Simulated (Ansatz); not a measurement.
SnO2: how the free axis answers a strain

SnO2, P4_2/mnm, a = 4.760 Å, c = 3.201 Å. Ansatz: r2SCAN, PAW, 500 eV, Γ-centred 6×6×8 mesh on 6 atoms, Gaussian smearing 0.02 eV; no spin polarisation. Series: biaxial strain in the a-b plane, c and atoms relaxed; x is the strain in per cent. y is the change of c in per cent of 3.201 Å.

| x (%) | y (%) |
| --- | --- |
| -6.0 | ? |
| -4.0 | 3.25 |
| -2.0 | 1.50 |
| 0.0 | 0.00 |
| 2.0 | -1.28 |
| 4.0 | -2.35 |
| 6.0 | -3.23 |

Task: Fit y = c1 x + c2 x² to the other rows, say what c1 measures, and predict the missing y.

Result: Least squares on the rows shown. y = −0.7007 x + 0.02736 x². With no stress along c, c1 = −2C13/C33 = -0.701. At x = -6.0 the fit asked for gives 5.19 %. The run gave 5.25 %, so the fit is 0.06 % too low, 0.71 % of the span of the series, against an rms of 0.01 % on the fitted rows. The row lies outside the fitted range. With a term in x³ added, a fit to the same known rows predicts 5.25 %, so most of the miss is curvature that the known rows already hold.